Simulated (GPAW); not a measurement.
Crystal: Al.

```xyz
1
Lattice="0.0000 2.0248 2.0248 2.0248 0.0000 2.0248 2.0248 2.0248 0.0000" Properties=species:S:1:pos:R:3 pbc="T T T"
Al    0.0000    0.0000    0.0000
```

Program: GPAW 26.7.0. Alike in all runs: task band structure; no spin polarisation; cell as given; k mesh 11 × 11 × 11; smearing fermi-dirac 0.05 eV. Hardware: 1 thread of Intel(R) Xeon(R) Platinum 8488C (Sapphire Rapids), on a shared host.

Problem. Order these runs on this cell by their wall time, lowest first.
A. level M06-L; potentials or basis GPAW PAW data sets (gpaw-data 1.2.1), pw; cutoff (eV) 600; band points 100
B. level PBE; potentials or basis GPAW PAW data sets (gpaw-data 1.2.1), lcao:dzp; band points 60; grid spacing 0.16 Å
C. level BP86; potentials or basis PAW data sets generated in the run's folder for this functional, pw; cutoff (eV) 600; band points 60

Solution. C (9.3 s), A (46 s), B (390 s).
